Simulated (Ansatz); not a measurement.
Computed with Ansatz 0.2.0, DFT PBE, scalar-relativistic, plane waves, PAW. Settings: cutoff 420 eV, Γ-centred meshes spaced at most about 0.3 Å⁻¹, and about 0.25 Å⁻¹ or finer for metals (2π included), Gaussian smearing. No spin polarisation.

Each guess is relaxed in cell and atoms at zero pressure, on a coarse mesh first where it starts far from rest and then on a converged one. The steps can't lower the symmetry of the start, but it can rise. Energies are static (0 K, no zero-point motion).

Two unrelaxed guesses for B7P:

Guess 1.

```cif
data_structure
_symmetry_space_group_name_H-M 'P6/mmm'
_symmetry_Int_Tables_number 191
_cell_length_a 3.7638
_cell_length_b 3.7638
_cell_length_c 6.0177
_cell_angle_alpha 90.000
_cell_angle_beta 90.000
_cell_angle_gamma 120.000
_cell_volume 73.83
loop_
_atom_site_label
_atom_site_type_symbol
_atom_site_symmetry_multiplicity
_atom_site_Wyckoff_symbol
_atom_site_fract_x
_atom_site_fract_y
_atom_site_fract_z
_atom_site_occupancy
B1 B 3 f 0.50000 0.00000 0.00000 1
B2 B 3 g 0.50000 0.00000 0.50000 1
B3 B 1 b 0.00000 0.00000 0.50000 1
P1 P 1 a 0.00000 0.00000 0.00000 1
```

Guess 2.

```cif
data_structure
_symmetry_space_group_name_H-M 'Fm-3m'
_symmetry_Int_Tables_number 225
_cell_length_a 6.5337
_cell_length_b 6.5337
_cell_length_c 6.5337
_cell_angle_alpha 90.000
_cell_angle_beta 90.000
_cell_angle_gamma 90.000
_cell_volume 278.92
loop_
_atom_site_label
_atom_site_type_symbol
_atom_site_symmetry_multiplicity
_atom_site_Wyckoff_symbol
_atom_site_fract_x
_atom_site_fract_y
_atom_site_fract_z
_atom_site_occupancy
B1 B 4 b 0.50000 0.00000 0.00000 1
B2 B 24 d 0.00000 0.75000 0.75000 1
P1 P 4 a 0.00000 0.00000 0.00000 1
```

**Question.** Which guess leads to the lower structure, and by how much?

**Answer.** Guess 1 ends lower, by 0.37 eV/atom. Guess 1: P6/mmm at 9.2 Å³/atom → P6/mmm at 10.8 Å³/atom; Guess 2: Fm-3m at 8.7 Å³/atom → Fm-3m at 6.7 Å³/atom. Counting B atoms around P (those within 1.25 times the shortest such distance or 1.15 times the sum of covalent radii), the end of guess 1 has P 6 and the end of guess 2 has P 12. The end of guess 1 holds B–B nets (shortest 1.83 Å); in the end of guess 2 the shortest B–B distance is 2.12 Å, near bonding range too. End of guess 1. Conventional cell: a = 3.669 Å, c = 7.409 Å. B on a site of symmetry mmm has 4 B at 1.83 Å and 2 P at 1.83 Å; B on a second site of symmetry mmm has 6 B at 1.83 Å; around P lie 6 B at 1.83 Å; 1 more site not described. End of guess 2. Conventional cell: a = 5.993 Å. B on a site of symmetry m-3m has 12 B at 2.12 Å; B on a site of symmetry mmm is surrounded by 10 B at 2.12 Å and 2 P at 2.12 Å; P has 12 B at 2.12 Å.

Ends held by symmetry can be saddle points. Even the lowest of the cells shown lies +1.23 eV/atom against the elements. No dispersion correction is applied, so the spacing and binding between layers, chains or molecules are poorly described (P6/mmm), and this can change margins and order among such cells. Some structure types and database cells were kept out of the candidates from the start, so a known form may be missing.
